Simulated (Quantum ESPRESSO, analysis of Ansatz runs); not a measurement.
# A hop of O in SnO2 (P4_2/mnm), charge +2 (Quantum ESPRESSO)

How high is the barrier when O changes place in SnO2 (P4_2/mnm)? The case: V_O hop (2.9 Å), charge +2, in a cell of 72 host atoms with 1 O taken out.

Program: Quantum ESPRESSO 7.5. Level of theory: Quantum ESPRESSO plane-wave DFT, PBEsol, GBRV 1.5 PBEsol potentials; nudged elastic band between two relaxed defect structures at fixed charge in a uniform background. Results are calculated unless marked as measured.

Most raw output is cut from this account.

## 1. The structure

The cell holds 71 atoms: 24 Sn and 47 O. Its edges and angles: a = 9.507 Å, b = 9.507 Å, c = 9.626 Å, α = 90.0°, β = 90.0°, γ = 90.0°. It derives from SnO2 (space group P4_2/mnm). Nearest the centre at fractional (0.375, 0.472, 0.417): Sn61 at 1.43 Å, O12 at 1.45 Å, O44 at 2.38 Å, Sn7 at 2.57 Å, Sn67 at 2.68 Å, O22 at 2.69 Å, O18 at 2.71 Å, O9 at 2.83 Å. The cell carries charge +2.

The cell's shortest repeat is 9.5 Å.

## 2. Relaxation of the start point, charge +2

A barrier is counted from a minimum, so both ends are relaxed first. Small random displacements break the symmetry of the ideal sites, so that the defect can distort if it gains by it. The charge of +2 is set by the electron count, and a uniform background keeps the cell neutral. A width of 0.01 eV lets levels that lie close at the Fermi energy share an electron.

A first try with fixed occupations did not converge, so this run has a small smearing.

The input, pw.in:

```
&CONTROL
  calculation = 'relax'
  prefix = 'pwscf'
  outdir = './tmp'
  pseudo_dir = './pseudo'
  tprnfor = .true.
  disk_io = 'low'
  nstep = 70
  forc_conv_thr = 0.0012
  etot_conv_thr = 0.0001
/
&SYSTEM
  ibrav = 0
  nat = 71
  ntyp = 2
  ecutwfc = 36
  ecutrho = 288
  nbnd = 312
  occupations = 'smearing'
  smearing = 'fd'
  degauss = 0.00073499
  tot_charge = 2
  nosym = .true.
/
&ELECTRONS
  conv_thr = 7d-08
  electron_maxstep = 100
  mixing_beta = 0.5
/
&IONS
  ion_dynamics = 'bfgs'
/
ATOMIC_SPECIES
Sn   118.7100 sn_pbesol_v1.4.uspp.F.UPF
O     15.9990 o_pbesol_v1.2.uspp.F.UPF
CELL_PARAMETERS angstrom
   9.5066964961    0.0000000000    0.0000000000
   0.0000000000    9.5066964961    0.0000000000
   0.0000000000    0.0000000000    9.6255699527
ATOMIC_POSITIONS crystal
Sn     0.2500095741    0.2523250888    0.1645594446
Sn     0.0000000000    0.0000000000    0.0000000000
O      0.0970693365    0.4060230700    0.1655931525
O      0.4030634784    0.0969365216    0.1666666667
O      0.1530634784    0.1530634784    0.0000000000
O      0.3469365216    0.3469365216    0.0000000000
Sn     0.2479623644    0.2486179379    0.4980504973
Sn     0.0000000000    0.0000000000    0.3333333333
[... 59 atom lines left out ...]
O      0.5969365216    0.9030634784    0.8333333333
O      0.9030634784    0.5969365216    0.8333333333
O      0.6505650279    0.6542720952    0.6651834654
O      0.8469365216    0.8469365216    0.6666666667
K_POINTS gamma
```

The run is started by

```sh
$ OMP_NUM_THREADS=1 mpirun -n 4 pw.x -in pw.in > pw.out
```

Wall time 15 min (4 MPI ranks of Arm Neoverse V1, shared host); peak memory 1.6 GiB; 61 min of CPU time.

Relaxation path:

```
step  energy less that of the first step (eV)
   0                                   0.0000
   1                                  -0.6409
   2                                  -1.0824
   3                                  -1.3123
   4                                  -1.4671
   5                                  -1.5729
   6                                  -1.6096
   7                                  -1.6459
   8                                  -1.6664
   9                                  -1.6809
  10                                  -1.6886
  11                                  -1.6938
  12                                  -1.6966
  13                                  -1.6986
  14                                  -1.7000
  15                                  -1.7011
  16                                  -1.7018
  17                                  -1.7023
```

The atoms that moved most (Å):

```
atom      dx      dy      dz  length
Sn67   0.124  -0.142   0.157   0.246
Sn61   0.132  -0.104  -0.162   0.233
Sn25  -0.151   0.161  -0.029   0.223
 O44  -0.116   0.117  -0.018   0.166
 O28   0.106  -0.083   0.065   0.150
 O34   0.115  -0.057  -0.048   0.137
 O35   0.061  -0.094  -0.060   0.127
 O27  -0.085   0.087  -0.001   0.121
```

Neighbours of O12 at the end:

```
atom  distance (Å)
Sn61         2.031
 Sn7         2.083
 Sn1         2.122
 O11         2.642
 O44         2.833
 O22         2.851
  O9         2.911
  O3         2.916
 O10         2.966
```

Read from the output:

```
highest filled level                                                                              : 9.144 eV
lowest empty level                                                                                : 9.847 eV
r.m.s. move of the farther half of the atoms                                                      : 0.04398 Å
largest move from the ideal geometry of this structure, a common shift of the far atoms taken out : 0.2259 Å
```

The relaxation gained 1.702 eV and ended with a largest force component of 0.018 eV/Å.

## 3. Relaxation of the end point, charge +2

The end point is relaxed in the same cell and settings, so that the two energies compare. Atoms more than 3.2 Å from the middle of the hop start where the first relaxation left them, the nearer ones on or close to their ideal places, with small random displacements. A width of 0.01 eV lets levels that lie close at the Fermi energy share an electron.

A first try with fixed occupations did not converge, so this run has a small smearing.

The input, pw.in:

```
&CONTROL
  calculation = 'relax'
  prefix = 'pwscf'
  outdir = './tmp'
  pseudo_dir = './pseudo'
  tprnfor = .true.
  disk_io = 'low'
  nstep = 70
  forc_conv_thr = 0.0012
  etot_conv_thr = 0.0001
/
&SYSTEM
  ibrav = 0
  nat = 71
  ntyp = 2
  ecutwfc = 36
  ecutrho = 288
  nbnd = 312
  occupations = 'smearing'
  smearing = 'fd'
  degauss = 0.00073499
  tot_charge = 2
  nosym = .true.
/
&ELECTRONS
  conv_thr = 7d-08
  electron_maxstep = 100
  mixing_beta = 0.5
/
&IONS
  ion_dynamics = 'bfgs'
/
ATOMIC_SPECIES
Sn   118.7100 sn_pbesol_v1.4.uspp.F.UPF
O     15.9990 o_pbesol_v1.2.uspp.F.UPF
CELL_PARAMETERS angstrom
   9.5066964961    0.0000000000    0.0000000000
   0.0000000000    9.5066964961    0.0000000000
   0.0000000000    0.0000000000    9.6255699527
ATOMIC_POSITIONS crystal
Sn     0.2479197717    0.2505322219    0.1664293871
Sn     0.0060258330   -0.0060270789    0.0001239755
[... 4 atom lines left out ...]
Sn     0.2491094315    0.2504049958    0.5003816716
[... 1 atom line left out ...]
O      0.0968717236    0.4030533195    0.4989631221
[... 2 atom lines left out ...]
O      0.4029762085    0.5960106139    0.4996883134
[... 5 atom lines left out ...]
O      0.3461227129    0.3473353684    0.6661393045
[... 3 atom lines left out ...]
O      0.4032136373    0.5959001499    0.1667647324
[... 2 atom lines left out ...]
Sn     0.2502247617    0.7499962666    0.5010148994
[... 2 atom lines left out ...]
O      0.1540526193    0.6532263618    0.3336480546
[... 9 atom lines left out ...]
O      0.6009992400    0.3985760216    0.1567951052
[... 5 atom lines left out ...]
O      0.5979383573    0.4029625234    0.4996994457
[... 16 atom lines left out ...]
Sn     0.4990845120    0.5005036387    0.3332135771
[... 2 atom lines left out ...]
O      0.6456239909    0.6543716825    0.3362792142
[... 2 atom lines left out ...]
Sn     0.5004139410    0.5009298322    0.6664043574
[... 3 atom lines left out ...]
O      0.8455557107    0.8467776003    0.6669556110
K_POINTS gamma
```

Elapsed: 15 min, on 4 MPI ranks; peak memory 1.6 GiB; 59 min of CPU time.

The steps of the relaxation:

```
step  energy less that of the first step (eV)
   0                                   0.0000
   1                                  -0.9004
   2                                  -1.4090
   3                                  -1.6984
   4                                  -1.8690
   5                                  -1.9711
   6                                  -2.0173
   7                                  -2.0536
   8                                  -2.0783
   9                                  -2.0933
  10                                  -2.1014
  11                                  -2.1066
  12                                  -2.1099
  13                                  -2.1121
  14                                  -2.1136
  15                                  -2.1148
  16                                  -2.1156
```

The atoms that moved most (Å):

```
atom      dx      dy      dz  length
Sn61   0.171   0.150   0.001   0.228
 Sn7  -0.112  -0.125   0.136   0.216
 Sn1  -0.101  -0.125  -0.138   0.212
 O38  -0.123  -0.017   0.152   0.197
 O64   0.150   0.078  -0.028   0.171
 O12  -0.065  -0.096  -0.057   0.129
 O27   0.127  -0.019  -0.002   0.129
 O11   0.096   0.085  -0.010   0.128
```

Neighbours of O12 at the end:

```
atom  distance (Å)
Sn61         2.036
Sn25         2.091
Sn67         2.092
 O44         2.564
 O18         2.867
 O28         2.886
 O34         2.905
 O29         2.935
 O70         2.974
 O35         2.992
```

Read from the output:

| Property | Result |
| --- | --- |
| highest filled level | 9.144 eV |
| lowest empty level | 9.848 eV |
| r.m.s. move of the farther half of the atoms | 0.04504 Å |
| largest move from the ideal geometry of this structure, a common shift of the far atoms taken out | 0.2253 Å |

The relaxation gained 2.116 eV and ended with a largest force component of 0.026 eV/Å. The end lies within 1 meV of the start.

## 4. Nudged elastic band, charge +2

3 movable images are laid between the ends by interpolation. Each image feels the true force across the path and a spring force along it. The highest image is set to climb to the top of the path.

This step: Quantum ESPRESSO plane-wave DFT, PBEsol, GBRV 1.5 PBEsol potentials; nudged elastic band between two relaxed defect structures at fixed charge in a uniform background.

The input, neb.in:

```
BEGIN
BEGIN_PATH_INPUT
&PATH
  restart_mode = 'from_scratch'
  string_method = 'neb'
  nstep_path = 45
  ds = 1.5
  opt_scheme = 'broyden'
  num_of_images = 5
  k_max = 0.3
  k_min = 0.2
  CI_scheme = 'auto'
  path_thr = 0.06
/
END_PATH_INPUT
BEGIN_ENGINE_INPUT
&CONTROL
  prefix = 'pwscf'
  outdir = './tmp'
  pseudo_dir = './pseudo'
  disk_io = 'low'
/
&SYSTEM
  ibrav = 0
  nat = 71
  ntyp = 2
  ecutwfc = 36
  ecutrho = 288
  nbnd = 312
  occupations = 'smearing'
  smearing = 'fd'
  degauss = 0.00073499
  tot_charge = 2
  nosym = .true.
/
&ELECTRONS
  conv_thr = 7d-08
  electron_maxstep = 100
  mixing_beta = 0.5
/
ATOMIC_SPECIES
Sn   118.7100 sn_pbesol_v1.4.uspp.F.UPF
O     15.9990 o_pbesol_v1.2.uspp.F.UPF
CELL_PARAMETERS angstrom
   9.5066964961    0.0000000000    0.0000000000
   0.0000000000    9.5066964961    0.0000000000
   0.0000000000    0.0000000000    9.6255699527
BEGIN_POSITIONS
FIRST_IMAGE
ATOMIC_POSITIONS crystal
Sn     0.2483918380    0.2506036017    0.1661727546
Sn     0.0054540908   -0.0058274237   -0.0001109705
O      0.0965343258    0.4045281964    0.1673154053
O      0.4002886218    0.0956843575    0.1683792785
O      0.1532255046    0.1515373948   -0.0000921661
O      0.3464117737    0.3470234770   -0.0001298341
Sn     0.2485658379    0.2496409451    0.4998761767
Sn    -0.0050742990    0.0047609330    0.3314131155
O      0.0930831209    0.3998456572    0.4998371313
O      0.4001760111    0.0954984448    0.4999024026
O      0.1523370079    0.1550000981    0.3330704677
O      0.3463116996    0.3540146707    0.3358833932
Sn     0.2484099712    0.2505718299    0.8336021431
Sn    -0.0050865209    0.0047822242    0.6683013141
O      0.0965325243    0.4045238483    0.8325310807
O      0.4003275449    0.0957434544    0.8313576175
O      0.1523629252    0.1550481516    0.6667434126
O      0.3462791619    0.3540029720    0.6638909704
Sn     0.2513613553    0.7483742780    0.1677143822
Sn    -0.0009594737    0.5014258527   -0.0001150131
O      0.0988445805    0.9011932317    0.1715080283
O      0.4047407274    0.5945402018    0.1686537599
O      0.1550744565    0.6523776364   -0.0001083804
O      0.3475842392    0.8443004531   -0.0001275498
Sn     0.2330374419    0.7667009542    0.4998957932
Sn    -0.0008098148    0.4990967296    0.3337679096
O      0.0880104530    0.9121636969    0.4998600654
O      0.1622450947    0.6466838818    0.3393185272
O      0.3534198198    0.8369426627    0.3393082124
Sn     0.2513592073    0.7483051696    0.8320541774
Sn    -0.0008400887    0.4991402455    0.6660023570
O      0.0988029765    0.9011704672    0.8282568433
O      0.4047753325    0.5945478717    0.8310937121
O      0.1623127514    0.6465904542    0.6604031296
O      0.3533965063    0.8370822400    0.6604468967
Sn     0.7535490908    0.2460388871    0.1643793045
Sn     0.4982584040    0.0005297089   -0.0001535766
O      0.6014298555    0.3984567087    0.1565634983
O      0.9043876660    0.0949684250    0.1638750604
O      0.6545632338    0.1494927221   -0.0001512413
O      0.8504003123    0.3448091785   -0.0000877817
Sn     0.7487517504    0.2509029258    0.4998732956
Sn     0.5005844959    0.0005131254    0.3337796389
O      0.5864742145    0.4134162151    0.4998780374
O      0.8997232594    0.0996216160    0.4998658744
O      0.6480862986    0.1602100657    0.3333340796
O      0.8396579345    0.3513342318    0.3332991321
Sn     0.7536110349    0.2460866249    0.8353549075
Sn     0.5005674117    0.0005624121    0.6660140064
O      0.6014124609    0.3984789913    0.8431671263
O      0.9044295979    0.0949828850    0.8358588448
O      0.6480568393    0.1602228626    0.6664180333
O      0.8397243453    0.3513267542    0.6663975483
Sn     0.7491231376    0.7512881976    0.1661627121
Sn     0.4977126249    0.5019271554   -0.0001126134
O      0.5954769075    0.9034398787    0.1672918447
O      0.9036541151    0.5990678029    0.1683899367
O      0.6523640398    0.6535163062   -0.0001598492
O      0.8483989454    0.8460994501   -0.0001335532
Sn     0.7499808954    0.7510145608    0.4998690352
Sn     0.5123516023    0.4873533018    0.3186329036
O      0.6001808314    0.9069022915    0.4999112458
O      0.9038107597    0.5991424801    0.4999122583
O      0.6454076325    0.6536013606    0.3358484248
O      0.8450380164    0.8469843358    0.3330365227
Sn     0.7491231571    0.7512640435    0.8335661713
Sn     0.5123124966    0.4873862348    0.6810930660
O      0.5954315534    0.9033682313    0.8324418421
O      0.9036526780    0.5990684832    0.8313007203
O      0.6454102599    0.6536203461    0.6638948824
O      0.8449839685    0.8469772555    0.6667206651
INTERMEDIATE_IMAGE
ATOMIC_POSITIONS crystal
Sn     0.2453885264    0.2472480972    0.1625356809
Sn     0.0029736604   -0.0054264899   -0.0006593655
[... 69 atom lines left out ...]
INTERMEDIATE_IMAGE
ATOMIC_POSITIONS crystal
Sn     0.2424735906    0.2440008934    0.1590222435
Sn     0.0005499653   -0.0050375466   -0.0011963386
[... 69 atom lines left out ...]
INTERMEDIATE_IMAGE
ATOMIC_POSITIONS crystal
Sn     0.2395646305    0.2407601817    0.1555324403
Sn    -0.0018835558   -0.0046668038   -0.0017313830
[... 69 atom lines left out ...]
LAST_IMAGE
ATOMIC_POSITIONS crystal
Sn     0.2365624905    0.2374134997    0.1519380614
Sn    -0.0043739672   -0.0042624022   -0.0022831827
[... 4 atom lines left out ...]
Sn     0.2365686076    0.2373419952    0.5144206560
[... 1 atom line left out ...]
O      0.1034600337    0.4036092283    0.4972174672
[... 2 atom lines left out ...]
O      0.3954040745    0.5860202679    0.4936436044
[... 5 atom lines left out ...]
O      0.3443947878    0.3441839827    0.6643366186
[... 3 atom lines left out ...]
O      0.3955541437    0.5864412586    0.1727747774
[... 2 atom lines left out ...]
Sn     0.2487562129    0.7499167224    0.4993224033
[... 2 atom lines left out ...]
O      0.1489581061    0.6566485169    0.3331096805
[... 9 atom lines left out ...]
O      0.5873407863    0.3968278433    0.1725122174
[... 5 atom lines left out ...]
O      0.5874017551    0.3966335582    0.4938406732
[... 16 atom lines left out ...]
Sn     0.5163436865    0.5164015834    0.3332077235
[... 2 atom lines left out ...]
O      0.6606257052    0.6626270083    0.3332801992
[... 2 atom lines left out ...]
Sn     0.4979183819    0.4981298939    0.6652454420
[... 3 atom lines left out ...]
O      0.8448147694    0.8447404863    0.6691171236
END_POSITIONS
K_POINTS gamma
END_ENGINE_INPUT
END
```

The run is started by

```sh
$ OMP_NUM_THREADS=1 mpirun -n 4 neb.x -ni 2 -inp neb.in > neb.out
```

The job ended after 60 min (4 MPI ranks; peak memory 2.6 GiB).

Images along the path:

```
image  path (Å)  energy (eV)     O12: x, y, z (Å)
    0     0.000       0.0000  3.292, 3.366, 3.233
    1     0.919       0.8586  3.174, 4.000, 3.728
    2     1.678       1.2437  3.296, 4.463, 4.247
    3     2.368       0.7084  3.453, 4.977, 4.533
    4     3.211       0.0008  3.759, 5.571, 4.752
```

This step gave:

- barrier forward: 1.244 eV
- barrier backward: 1.243 eV
- end less start: 7.75e-4 eV
- hop length: 2.718 Å

The band met its tolerance of 0.06 eV/Å after 13 iterations, with image 2 on top (the start counts as 0). O12, which moves farthest between the ends, has 3 Sn at 2.03 to 2.12 Å nearest at the start and 2 Sn at 1.98 to 2.21 Å at the top.

## 5. Results

| Quantity | Value |
| --- | --- |
| barrier forward | 1.24 eV |
| barrier backward | 1.24 eV |
| end less start | 0.00 eV |
| hop length | 2.72 Å |
| band iterations, as the log counts them | 13 |

The top of the band lies 1.24 eV above the start and 1.24 eV above the end. With an assumed prefactor of 1e13 per second it gives one hop a second along this one path at about 480 K; whether such hops link up through the crystal wasn't checked. The order of the top as a saddle was not checked for all atoms, so a bent path could be lower. No image-charge correction is applied; it largely cancels along a path if the charge stays localised alike. What this leaves open: sampling at the zone centre alone can move energies of charged and open-shell states by tenths of an eV or more in cells of this size; spin–orbit coupling, which can matter with heavy atoms, is left out. The cutoff of 36 Ry is under the 40 Ry advised for these potentials.

[Logs are printed without paths, hosts, clocks, repeated set-up lines and the standing remarks that a program may print on its own settings, such as how far it seeks lower states.]

[Hosts, paths, dates, database ids (printed as entryN), source tags and the programs' standing remarks are cut or masked in the printed files.]
